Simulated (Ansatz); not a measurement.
MoS2, 6 atoms in the cell. The structure is hexagonal, space group P6_3/mmc (No. 194). Conventional cell: a = 3.169 Å, b = 3.169 Å, c = 12.324 Å, α = 90.00°, β = 90.00°, γ = 120.00°. Mo (site symmetry -6m2) is surrounded by 6 S at 2.41 Å. S (site symmetry 3m) is surrounded by 3 Mo at 2.41 Å. 

```yaml
Program: Ansatz 0.2.0
Task: band structure
Functional: RPBE
Potentials_or_basis: Ansatz PAW
Cutoff: "420 eV (not typed: the program's choice for these potentials)"
k_mesh: 10 × 10 × 3
Occupations: fermi-dirac, width 0.05 eV
Spin: no spin polarisation
Path: "[[\"G\", \"M\", \"K\", \"G\", \"A\", \"L\", \"H\", \"A\"], [\"L\", \"M\"], [\"K\", \"H\"]]"
Points_for_each_segment_of_the_path: 14
```

Potentials or basis: Ansatz PAW.

Command:

```sh
$ ansatz run input.yaml --threads 2 --pin off --max-ram 5632MiB --backend cpu --events-out ev --progress --plain --runs-dir out
```

Hardware: 2 threads of Intel(R) Xeon(R) Processor @ 2.50GHz (Skylake/Cascade Lake), on a shared host.

Task: Estimate the wall time of this run.

Result: It took 22 s on 2 threads of Intel(R) Xeon(R) Processor @ 2.50GHz (Skylake/Cascade Lake), on a shared host, peak memory 0.54 GiB. Counts: scf iterations 8, plane waves 2081, k points 28, bands 41.
